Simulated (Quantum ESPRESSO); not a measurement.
Set up this calculation in Quantum ESPRESSO 7.5, as the native input.

- Task: single point
- Functional: PBEsol
- Potentials or basis: GBRV 1.5 PBEsol
- Cutoff: 762 eV
- Density cutoff: 6095 eV
- k mesh: 12 × 12 × 7
- Occupations: fermi-dirac, width 0.05 eV
- Spin: collinear spin, ferromagnetic start
- Starting moments: [2.0, 2.0] μB
- Mixing beta: 0.3
- Most SCF iterations: 120
- SCF threshold: 4e-10 Ry

Co:

```
Co
1.0
     2.47200    0.00000    0.00000
    -1.23600    2.14081    0.00000
     0.00000    0.00000    4.02114
Co
2
Direct
  0.66485 0.31270 0.74273
  0.34334 0.65289 0.24011
```

The cell isn't the ideal one: atoms moved at random, drawn with an rms of 0.05 Å.

These files were run (other wordings do the same):

pw.in

```
&CONTROL
  calculation = 'scf'
  prefix = 'pwscf'
  outdir = './tmp'
  pseudo_dir = './pseudo'
  tprnfor = .true.
  tstress = .true.
  disk_io = 'nowf'
/
&SYSTEM
  ibrav = 0
  nat = 2
  ntyp = 1
  ecutwfc = 56
  ecutrho = 448
  nbnd = 28
  occupations = 'smearing'
  smearing = 'fd'
  degauss = 0.00367493
  nspin = 2
  starting_magnetization(1) = 0.1176
/
&ELECTRONS
  conv_thr = 4d-10
  electron_maxstep = 120
  mixing_beta = 0.3
/
ATOMIC_SPECIES
Co    58.9332 co_pbesol_v1.2.uspp.F.UPF
CELL_PARAMETERS angstrom
   2.4719999032    0.0000000000    0.0000000000
  -1.2359999516    2.1408147143    0.0000000000
   0.0000000000    0.0000000000    4.0211440800
ATOMIC_POSITIONS crystal
Co     0.6648460000    0.3127030000    0.7427330000
Co     0.3433360000    0.6528870000    0.2401120000
K_POINTS automatic
12 12 7 0 0 0
```

Potentials or basis: GBRV 1.5 PBEsol.

Launch:

```bash
$ OMP_NUM_THREADS=1 mpirun -n 2 pw.x -nk 2 -in pw.in > pw.out
```

Results of the run:

The pressure is -5.3 GPa. The largest force is 0.087 eV/Å. The band gap on the k mesh is none (metal or under the smearing width) and the net moment is 3.29 μB per cell. The absolute moment is 3.62 μB per cell and the site moments are Co +1.72 μB. The valence electrons inside the program's atomic spheres are Co 15.54.

It took 4.2 min on 2 MPI ranks on Arm Neoverse V2, with other jobs on the host, peak memory 0.62 GiB a rank.
